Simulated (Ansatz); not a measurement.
Si3N4 at a changed volume — field gradients at the nuclei

The cell is a COD entry, relaxed with PBE at fixed cell and then changed (volume scaled by 0.98, ions relaxed).

Space group P6_3/m (No. 176); a = 7.5440, c = 2.8828 Å, γ = 120.00°.

```
site  Wyckoff  site symmetry       x       y       z
  Si       6h            m..  0.7660  0.1723  0.2500
  N7       6h            m..  0.0281  0.3294  0.2500
 N13       2d           -6..  0.3333  0.6667  0.7500
```

One atom of each set is listed.

All values are calculated (Ansatz; DFT, PBE, plane waves and PAW, scalar-relativistic, 420 eV cutoff, Γ-centred 5×5×10 k-points, Fermi–Dirac smearing 0.02 eV), not measured.

C_Q = eQV_zz/h, which is 24.18 MHz for Q = 1 b and V_zz = 10²¹ V/m²; η = (V_xx − V_yy)/V_zz.

N-14: I = 1, Q = 20.44 mb. Q values from Pyykkö, Mol. Phys. 116, 1328 (2018).

(1) What field gradients does the calculation give at each kind of site?

Results:

(1) 

```
site  atoms     first shell  V_zz (10²¹ V/m²)     η  C_Q (MHz)
  Si      6   4 N at 1.72 Å              1.03  0.37          –
  N7      6  3 Si at 1.72 Å             -4.70  0.08      -2.32
 N13      2  3 Si at 1.72 Å             -4.63  0.00      -2.29
```

An axis of threefold or higher order runs through N13, so V_zz lies along it and η is zero. At N7 V_zz stands upright on the plane through its three neighbours (within 3°).

Si has no stable isotope with a ground-state quadrupole moment in the table, so no C_Q is given.

At this changed cell the PBE pressure is 12 GPa.

The relaxation (3 steps) took 18 s of wall time (18 s of CPU time) and 0.55 GiB at its peak, on 1 thread of AMD EPYC 9R45 (Zen 5) (x86_64; 16 cores open to the job, memory cap 3.0 GiB, no GPU), a shared host with a load of 0.2 a core.
